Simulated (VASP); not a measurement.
**N: relaxation of cell and atoms with PBE+D3(BJ)**

Crystal: N.

```
CELL_PARAMETERS angstrom
5.56052 0.00000 0.00000
0.00000 5.56052 0.00000
0.00000 0.00000 5.56052
ATOMIC_POSITIONS crystal
N 0.05740 0.44260 0.55740
N 0.44260 0.55740 0.05740
N 0.55740 0.05740 0.44260
N 0.94260 0.94260 0.94260
N 0.94260 0.55740 0.44260
N 0.55740 0.44260 0.94260
N 0.44260 0.94260 0.55740
N 0.05740 0.05740 0.05740
```

```json
{"Program": "VASP 6.6.1", "Task": "relaxation of cell and atoms", "Functional": "PBE", "Dispersion": "D3(BJ)", "Potentials or basis": "VASP PAW PBE potentials, release 64 (N)", "Cutoff": "600 eV", "k mesh": "4 × 4 × 4", "Occupations": "gaussian, width 0.02 eV", "Spin": "no spin polarisation", "Ladder": "gaps", "Further INCAR settings": "ALGO = Normal; EDIFF = 1e-07; IBRION = 2; EDIFFG = -0.02; NSW = 40; ISIF = 3"}
```

- Relaxed volume: 21.52 Å³/atom
- Relaxed cell: a = 5.563 Å, b = 5.563 Å, c = 5.563 Å, α = 90.00°, β = 90.00°, γ = 90.00°
- Space group after relaxing (to 0.05 Å): Pa-3 (No. 205)
- Energy gained by relaxing: 1.5 meV/atom
- Ionic steps: 4
- Pressure after relaxing: -0.1 GPa
- Largest force after relaxing: 0.014 eV/Å
- Band gap on the k mesh: 7.17 eV, indirect (least direct gap 7.20 eV)
- Dispersion energy per atom: -0.058 eV

Forces on the atoms (eV/Å):
```
N   -0.008  0.008 -0.008
N    0.008 -0.008 -0.008
N   -0.008 -0.008  0.008
N    0.008  0.008  0.008
N    0.008 -0.008  0.008
N   -0.008  0.008  0.008
N    0.008  0.008 -0.008
N   -0.008 -0.008 -0.008
```

Step by step:
| step | energy change (eV) | largest force (eV/Å) | pressure (GPa) | volume (Å³) |
| --- | --- | --- | --- | --- |
| 1 | 0.0000 | 0.9841 | 1.30 | 171.93 |
| 2 | 2.2843 | 10.2262 | -14.94 | 176.32 |
| 3 | -0.0121 | 0.1266 | -0.21 | 172.20 |
| 4 | -0.0123 | 0.0138 | -0.05 | 172.17 |

Final structure:
```
N
1.0
     5.56308    0.00000    0.00000
     0.00000    5.56308    0.00000
     0.00000    0.00000    5.56308
N
8
Direct
  0.05771 0.44229 0.55771
  0.44229 0.55771 0.05771
  0.55771 0.05771 0.44229
  0.94229 0.94229 0.94229
  0.94229 0.55771 0.44229
  0.55771 0.44229 0.94229
  0.44229 0.94229 0.55771
  0.05771 0.05771 0.05771
```

Levels at points of the mesh, in eV from the valence-band top:
| k point | band 16 | band 17 | band 18 | band 19 | band 20 | band 21 | band 22 | band 23 | band 24 | band 25 |
| --- | --- | --- | --- | --- | --- | --- | --- | --- | --- | --- |
| (0.00, 0.00, 0.00) | -1.32 | -0.97 | -0.03 | -0.03 | -0.03 | 7.17 | 7.17 | 7.17 | 8.06 | 8.06 |
| (0.50, 0.00, 0.00) | -1.43 | -0.31 | -0.31 | 0.00 | 0.00 | 7.44 | 7.44 | 7.81 | 7.82 | 7.93 |
| (0.50, 0.50, 0.00) | -1.40 | -0.16 | -0.16 | -0.16 | -0.16 | 7.81 | 7.81 | 7.81 | 7.81 | 7.97 |
| (0.50, 0.50, 0.50) | -1.31 | -0.25 | -0.25 | -0.25 | -0.25 | 7.81 | 7.81 | 7.81 | 7.81 | 8.01 |

It took 71 s on 4 MPI ranks on Intel(R) Xeon(R) Platinum 8375C CPU @ 2.90GHz (Ice Lake), with other jobs on the host, peak memory 0.34 GiB a rank.

Caveat: the standard files for N, O and F lose accuracy on very short bonds. PBE gaps usually lie below the measured ones, often by a third to a half.
